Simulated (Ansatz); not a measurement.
RbCl in Ansatz: the effect of functional

RbCl:

```xyz
2
Lattice="0.0000 3.3171 3.3171 3.3171 0.0000 3.3171 3.3171 3.3171 0.0000" Properties=species:S:1:pos:R:3 pbc="T T T"
Rb    0.0000    0.0000    0.0000
Cl    3.3171    3.3171    3.3171
```

The cell isn't the ideal one: volume scaled by 1.04.

Alike in all runs:

```yaml
Program: Ansatz 0.2.0
Task: single point
Potentials_or_basis: Ansatz PAW
k_mesh: 7 × 7 × 7
Occupations: fermi-dirac, width 0.05 eV
Spin: no spin polarisation
```

```csv
functional,cutoff,gap on the mesh (eV),pressure (GPa)
LDA,420 eV (not typed: the program's choice for these potentials),?,?
PBE,420 eV (not typed: the program's choice for these potentials),4.92,0.4
r2SCAN,500 eV (not typed: the program's choice for these potentials),5.52,-0.1
```

Task: What does the run with functional LDA give?

Result: gap on the mesh 4.48 eV; pressure -1.9 GPa.

Caveats: odd divisions of the mesh miss points on the zone boundary, where band edges often lie, so the gap on the mesh can be too wide; the PAW data sets come from PBE, with cores solved anew for the run's functional, which leaves a small shift of forces and pressure (some runs).

A k mesh can miss the band edges.
